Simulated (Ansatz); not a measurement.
Write the native input for Ansatz 0.2.0 that does the following.

```yaml
Task: single point
Functional: PBE
Potentials_or_basis: all-electron LAPW, scalar-relativistic
Cutoff: 194 eV (chosen from the basis error)
Basis_error_allowed: 0.004 eV/atom
k_mesh: 5 × 5 × 5
Occupations: fermi-dirac, width 0.02 eV
Spin: no spin polarisation
```

The system is Sb.

```xyz
2
Lattice="2.1542 1.2437 3.7580 -2.1542 1.2437 3.7580 0.0000 -2.4875 3.7580" Properties=species:S:1:pos:R:3 pbc="T T T"
Sb    0.0000    0.0000    8.6416
Sb    0.0000    0.0000    2.6324
```

One way to write it, as run:

input.yaml

```yaml
crystal:
  lattice:
    - [2.1542, 1.2437279499, 3.758]
    - [-2.1542, 1.2437279499, 3.758]
    - [0.0, -2.4874558998, 3.758]
  atoms:
    - { symbol: Sb, position: [0.76651, 0.76651, 0.76651] }
    - { symbol: Sb, position: [0.23349, 0.23349, 0.23349] }
kpoints:
  mp_grid: { grid: [5, 5, 5] }
scf:
  occupations: { method: fermi_dirac, width: 0.02 }
hamiltonian:
  xc: pbe
  pseudopotentials: { kind: all_electron, lapw: { basis_error: 0.004 } }
output:
  forces: true
  stress: true
  eigenvalues: true
```

Potentials or basis: all-electron LAPW, scalar-relativistic.

Command:

```sh
$ ansatz run input.yaml --threads 1 --pin off --max-ram 3072MiB --backend cpu --events-out ev --progress --plain --runs-dir out
```

Results of the run:

```yaml
Pressure: 2.6 GPa
Largest_force: 0.038 eV/Å
Band_gap_on_the_k_mesh: 0.38 eV, indirect (least direct gap 0.71 eV)
```

Caveat: spin-orbit coupling is left out, which moves the levels of the heavy elements; an odd mesh through Γ misses points on the zone boundary, where band edges often lie.

It took 3.5 s on 1 thread of Arm Neoverse V2 (shared host), peak memory 0.26 GiB.
